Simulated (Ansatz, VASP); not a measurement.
Two plane-wave programs on Ir

INCAR

```
ALGO     = Normal         # electronic algorithm
EDIFF    = 1E-8           # SCF threshold, eV
ENCUT    = 520            # plane-wave cutoff, eV
GGA      = PS             # functional
ISIF     = 2              # what is computed and relaxed
ISMEAR   = -1             # smearing method
LASPH    = T              # aspherical terms in the spheres
LCHARG   = F              # write CHGCAR
LEFG     = T            
LREAL    = F              # projectors in reciprocal space
LWAVE    = F              # write WAVECAR
NBANDS   = 10             # bands
NELM     = 80             # most SCF steps
PREC     = Accurate       # precision mode
SIGMA    = 0.05           # smearing width, eV
```

KPOINTS

```
k-points
0
Gamma
  18 18 18
```

File POSCAR:

```
Ir
1.0
    0.0000000000      1.9573507352      1.9573507352
    1.9573507352      0.0000000000      1.9573507352
    1.9573507352      1.9573507352      0.0000000000
Ir
1
Direct
    0.0000000000      0.0000000000      0.0000000000
```

Input for Ansatz:

```yaml
crystal:
  lattice:
    - [0.0, 1.9573507352, 1.9573507352]
    - [1.9573507352, 0.0, 1.9573507352]
    - [1.9573507352, 1.9573507352, 0.0]
  atoms:
    - { symbol: Ir, position: [0.0, 0.0, 0.0] }
kpoints:
  mp_grid: { grid: [18, 18, 18] }
scf:
  occupations: { method: fermi_dirac, width: 0.05 }
hamiltonian:
  xc: pbesol
  pseudopotentials: { kind: paw }
output:
  forces: true
  stress: true
  eigenvalues: true
  efg: { contact_densities: true }
```

Change from the starting cell: volume scaled by 1.06, PAW files.

Alike in both runs: task electric field gradients; functional PBEsol; k mesh 18 × 18 × 18; occupations fermi-dirac, width 0.05 eV; no spin polarisation.

|  | VASP | Ansatz |
| --- | --- | --- |
| version | VASP 6.6.1 | Ansatz 0.2.0 |
| potentials or method | VASP PAW PBE potentials, release 64 (Ir) | PAW with Ansatz's default frozen-core files, scalar-relativistic |
| plane-wave cutoff (eV) | 520 | 420 |
| valence electrons in the cell | 9 | 17 |

Ansatz gave:

```
pressure (GPa)                                                 : -21.4
Vzz of the field gradient on the site that differs most (V/Å²) : 0.0
```

**Question.** Estimate VASP's values.

**Answer.** Pressure (GPa): -20.8; Vzz of the field gradient on the site that differs most (V/Å²): 0.0.

The functional is the same, so the differences come from potentials, cutoffs and numerics. The two sets of potentials don't hold the same shells in valence. Ansatz warned: «gradients_without_spin_orbit».

Caveats: so large a pressure means that the cell lies far from this level's equilibrium, or that cutoff or potentials fall short (VASP); the potentials were made for another functional, which shifts forces and pressure (VASP). The runs have no spin-orbit coupling, so splittings on Ir are missing.
